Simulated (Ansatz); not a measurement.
# Moving the fixed moment of the cell in Co

```cif
data_structure
_symmetry_space_group_name_H-M 'P6_3/mmc'
_symmetry_Int_Tables_number 194
_cell_length_a 2.4720
_cell_length_b 2.4720
_cell_length_c 4.0211
_cell_angle_alpha 90.000
_cell_angle_beta 90.000
_cell_angle_gamma 120.000
_cell_volume 21.28
loop_
_atom_site_label
_atom_site_type_symbol
_atom_site_symmetry_multiplicity
_atom_site_Wyckoff_symbol
_atom_site_fract_x
_atom_site_fract_y
_atom_site_fract_z
_atom_site_occupancy
Co1 Co 2 c 0.66667 0.33333 0.75000 1
```

Kept alike: task single point; functional PBE; k mesh 12 × 12 × 7; occupations fermi-dirac, width 0.05 eV. Program: Ansatz, all-electron LAPW, scalar-relativistic, cutoff 315 eV. The mesh is that of the run's cell of 2 atoms. No spin-orbit coupling.

```csv
"fixed moment of cell, M (μB)",pressure (GPa),largest site moment (μB),free energy over the lowest row (meV/atom)
0,-,0.00,208.20
1,-5.99,0.52,179.28
2,-2.84,1.04,96.90
3,2.85,1.55,0.00
4,13.27,2.02,131.52
4.8,25.45,2.38,560.90
```

Pressure is positive in compression. For a metal such a mesh leaves the last digits unconverged. A dash stands where a model potential gives no energy or stress, or where a value looked faulty or was in doubt. The runs hold the magnetic state that their start led to, which needn't be the lowest. Site moments count inside each atom's sphere or projector.

Question: What does the fixed moment of the cell change here?

Answer: The pressure rises from -5.99 to 25.45 GPa between 1 and 4.8 μB. The largest site moment rises from 0.00 to 2.38 μB between 0 and 4.8 μB. The free energy is lowest at 3, and 560.90 meV an atom higher at 4.8.

The energy falls at every step from the nonmagnetic state to a moment of 3 μB and then climbs steeply, so at this volume the sampled points give no sign of a separate low-moment minimum. This is the behaviour of a strong itinerant ferromagnet. Up to the minimum, exchange gain outweighs the band energy spent on splitting the narrow d bands. Beyond it the majority d band is probably almost full, so further polarisation must move minority d electrons into broad, costly sp-like states.

The rise in pressure fits the usual magnetovolume effect: spin transfer empties more bonding minority states and fills antibonding majority ones, which weakens d-d cohesion and favours a larger volume. The energy penalties at the extremes would therefore shrink if the cell could relax.

If both atoms carry equal moments, their sum slightly exceeds the cell moment at 3 μB, which suggests a weak opposite polarisation of the interstitial sp electrons. The coarse steps bracket the equilibrium moment but don't fix it at exactly 3 μB.
